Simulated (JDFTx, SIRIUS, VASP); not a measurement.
**W: 3 runs at one level of theory**

```
CELL_PARAMETERS angstrom
-1.58234 1.58234 1.58234
1.58234 -1.58234 1.58234
1.58234 1.58234 -1.58234
ATOMIC_POSITIONS crystal
W 0.00000 0.00000 0.00000
```

Alike in all runs: task single point; functional LDA; k mesh 12 × 12 × 12; occupations fermi-dirac, width 0.05 eV; no spin polarisation; no spin-orbit coupling. LDA stands for any of its common fits. Pressure is positive in compression and, in plane waves, holds the error of the finite cutoff.

| program and potentials | plane-wave cutoff (eV) | notes | band gap (eV) | pressure (GPa) |
| --- | --- | --- | --- | --- |
| JDFTx, PseudoDojo-SR-LDA-0.4.1-standard with smoothed tails | 952 | - | no gap | -9.81 |
| SIRIUS, PseudoDojo 0.4.1 PBE standard (scalar relativistic) | 1030 | potentials made for PBE | no gap | -7.52 |
| VASP, LDA PAW files W_sv, 520 eV | 520 | - | no gap | -7.25 |

None finds a gap. The pressure spans -9.81 (JDFTx, PseudoDojo-SR-LDA-0.4.1-standard with smoothed tails) to -7.25 GPa (VASP, LDA PAW files W_sv, 520 eV).

The functional is the same throughout but for its coding, so the spread measures potentials, basis and numerics; runs on potential files found faulty are left out.

All three runs describe tungsten as a metal under tension: the negative pressures mean that the cell would shrink if relaxed. Since this cell lies close to the measured bcc lattice constant, the sign fits the well-known tendency of LDA to overbind transition metals. The size of the pressure probably owes much to tungsten's stiffness. Its roughly half-filled d band occupies mainly bonding states and leaves the antibonding ones largely empty, which gives strong cohesion and a high bulk modulus, so even a small mismatch in lattice constant costs a pressure of several GPa. The missing gap is equally expected: the electron count per primitive cell is even, and the metallic character comes from overlapping, dispersive d and sp bands.

The run with PBE-made potentials lies close to the VASP result, while the two runs with PseudoDojo potentials lie further apart. This closeness doesn't show that such potentials are harmless in LDA, as differences in core treatment and basis may partly cancel. A single volume fixes neither the equilibrium lattice constant nor the bulk modulus.
